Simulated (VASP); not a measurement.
Wanted: the native input for a VASP 6.6.1 run.

```
Task                   : relaxation of cell and atoms
Functional             : PBE
Potentials or basis    : VASP PAW PBE potentials, release 64 (Na_pv)
Cutoff                 : 520 eV
k mesh                 : 13 × 13 × 7
Occupations            : gaussian, width 0.1 eV
Spin                   : no spin polarisation
Further INCAR settings : ALGO = Normal; EDIFF = 1e-06; IBRION = 2; EDIFFG = -0.01; NSW = 90; ISIF = 3
```

The structure of Na lies in POSCAR:

```
Na
1.0
    3.7670000000      0.0000000000      0.0000000000
   -1.8835000000      3.2623177000      0.0000000000
    0.0000000000      0.0000000000      6.1540000000
Na
2
Direct
    0.3333333300      0.6666666700      0.2500000000
    0.6666666700      0.3333333300      0.7500000000
```

This isn't the form of Na at room conditions, which is bcc.

One way to write it, as run:

INCAR

```
SYSTEM = Na
PREC     = Accurate       ! precision mode
ENCUT    = 520            ! plane-wave cutoff, eV
EDIFF    = 1E-6           ! SCF threshold, eV
ISMEAR   = 0              ! smearing method
SIGMA    = 0.1            ! smearing width, eV
LREAL    = .False.        ! projectors in reciprocal space
LASPH    = .True.         ! aspherical terms in the spheres
NELM     = 120            ! most SCF steps
ALGO     = Normal         ! electronic algorithm
ISIF     = 3              ! what is computed and relaxed
LWAVE    = .False.        ! write WAVECAR
LCHARG   = .False.        ! write CHGCAR
GGA      = PE             ! functional
IBRION   = 2              ! ionic algorithm
NSW      = 90             ! ionic steps
EDIFFG   = -0.01          ! ionic threshold
```

KPOINTS

```
regular mesh
0
Gamma
  13 13 7
  0 0 0
```

Potentials or basis: VASP PAW PBE potentials, release 64 (Na_pv).

The run is started by

```console
$ cat potpaw_PBE.64/Na_pv/POTCAR > POTCAR
$ mpirun -np 1 vasp_std > vasp.out
```

Results of the run:

| Property | Result |
| --- | --- |
| Relaxed volume | 37.01 Å³/atom |
| Relaxed cell | a = 3.720 Å, b = 3.720 Å, c = 6.177 Å, α = 90.00°, β = 90.00°, γ = 120.00° |
| Space group after relaxing (to 0.05 Å) | P6_3/mmc (No. 194) |
| Energy gained by relaxing | 0.5 meV/atom |
| Ionic steps | 9 |
| Pressure after relaxing | 0.0 GPa |
| Band gap on the k mesh | none (metal or under the smearing width) |

Wall time 3 min on 1 thread of Intel(R) Xeon(R) Platinum 8559C (Emerald Rapids) (shared host), peak memory 0.21 GiB.
